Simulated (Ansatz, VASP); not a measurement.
# One calculation of Y, two programs

The input POSCAR:

```
Y
1.0
    6.4806448731      0.0000000000      0.0000000000
    0.0000000000      6.4806448731      0.0000000000
    0.0000000000      0.0000000000      6.4806448731
Y
8
Direct
    0.5000000000      0.5000000000      0.5000000000
    0.0000000000      0.0000000000      0.0000000000
    0.2500000000      0.0000000000      0.5000000000
    0.5000000000      0.2500000000      0.0000000000
    0.5000000000      0.7500000000      0.0000000000
    0.7500000000      0.0000000000      0.5000000000
    0.0000000000      0.5000000000      0.7500000000
    0.0000000000      0.5000000000      0.2500000000
```

File INCAR.step1:

```
SYSTEM = Y
ALGO     = Normal         ! electronic algorithm
EDIFF    = 1E-4           ! SCF threshold, eV
ENCUT    = 520            ! plane-wave cutoff, eV
GGA      = PE             ! functional
ISMEAR   = 0              ! smearing method
LASPH    = .True.         ! aspherical terms in the spheres
LCHARG   = .False.        ! write CHGCAR
LREAL    = .False.        ! projectors in reciprocal space
LWAVE    = .True.         ! write WAVECAR
NBANDS   = 54             ! bands
NELM     = 100            ! most SCF steps
PREC     = Accurate       ! precision mode
SIGMA    = 0.1            ! smearing width, eV
```

The input INCAR.step2:

```
SYSTEM = Y
ALGO     = Normal         ! electronic algorithm
EDIFF    = 1E-6           ! SCF threshold, eV
ENCUT    = 520            ! plane-wave cutoff, eV
ISIF     = 2              ! what is computed and relaxed
ISMEAR   = 0              ! smearing method
ISTART   = 1            
LASPH    = .True.         ! aspherical terms in the spheres
LCHARG   = .True.         ! write CHGCAR
LELF     = .True.         ! ELF
LMIXTAU  = .True.       
LREAL    = .False.        ! projectors in reciprocal space
LVHAR    = .True.       
LWAVE    = .False.        ! write WAVECAR
METAGGA  = R2SCAN         ! meta-GGA
NBANDS   = 54             ! bands
NELM     = 100            ! most SCF steps
PREC     = Accurate       ! precision mode
SIGMA    = 0.1            ! smearing width, eV
```

KPOINTS

```
k-points
0
Gamma
  4 4 4
  0 0 0
```

Input for Ansatz:

```yaml
crystal:
  lattice:
    - [6.4806448731, 0.0, 0.0]
    - [0.0, 6.4806448731, 0.0]
    - [0.0, 0.0, 6.4806448731]
  atoms:
    - { symbol: "Y", position: [0.5, 0.5, 0.5] }
    - { symbol: "Y", position: [0.0, 0.0, 0.0] }
    - { symbol: "Y", position: [0.25, 0.0, 0.5] }
    - { symbol: "Y", position: [0.5, 0.25, 0.0] }
    - { symbol: "Y", position: [0.5, 0.75, 0.0] }
    - { symbol: "Y", position: [0.75, 0.0, 0.5] }
    - { symbol: "Y", position: [0.0, 0.5, 0.75] }
    - { symbol: "Y", position: [0.0, 0.5, 0.25] }
basis:
  ecutwfc: 500
kpoints:
  mp_grid: { grid: [4, 4, 4] }
hamiltonian:
  xc: r2scan
scf:
  occupations: { method: gaussian, width: 0.1 }
  lower_state_search: "off"
output:
  forces: true
  stress: true
  eigenvalues: true
```

Alike in both runs: task single point; functional r2SCAN; k mesh 4 × 4 × 4; occupations gaussian, width 0.1 eV; no spin polarisation.

|  | VASP | Ansatz |
| --- | --- | --- |
| version | VASP 6.6.1 | Ansatz 0.2.0 |
| potentials or method | VASP PAW PBE potentials, release 64 (Y_sv) | scalar-relativistic, plane waves, PAW |
| plane-wave cutoff (eV) | 520 | 500 |
| valence electrons in the cell | 88 | 88 |

|  | VASP | Ansatz | Ansatz less VASP |
| --- | --- | --- | --- |
| gap on the k mesh at the Fermi level (eV) | none | none | - |
| pressure (GPa) | 0.6 | 0.5 | -0.08 |

A gap of «none» marks a metal or a gap that the smearing closes.

Caveats: the PAW data sets were made with another functional, which shifts forces and pressure a little (VASP).
